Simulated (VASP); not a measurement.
Crystal: GaSe.

```
CELL_PARAMETERS angstrom
3.77097 0.00000 0.00000
-1.88549 3.26576 0.00000
0.00000 0.00000 15.96669
ATOMIC_POSITIONS crystal
Ga 0.33333 0.66667 0.17346
Ga 0.66667 0.33333 0.67346
Ga 0.33333 0.66667 0.32654
Ga 0.66667 0.33333 0.82654
Se 0.33333 0.66667 0.59951
Se 0.66667 0.33333 0.09951
Se 0.33333 0.66667 0.90049
Se 0.66667 0.33333 0.40049
```

Program: VASP 6.6.1. Alike in all runs: task band structure; potentials or basis VASP PAW PBE potentials, release 64 (Ga_d, Se); no spin polarisation; cell as given; k mesh 6 × 6 × 1; cutoff (eV) 520; smearing gaussian 0.03 eV.

Q: Order these runs on this cell by their band gap on the k mesh, lowest first.
A. level PBE0; exchange at q = 0 truncated
B. level PBE
C. level PBE-EpsX; exchange at q = 0 truncated; share of exact exchange 0.1244

A: B (0.85 eV), C (1.60 eV), A (2.41 eV).

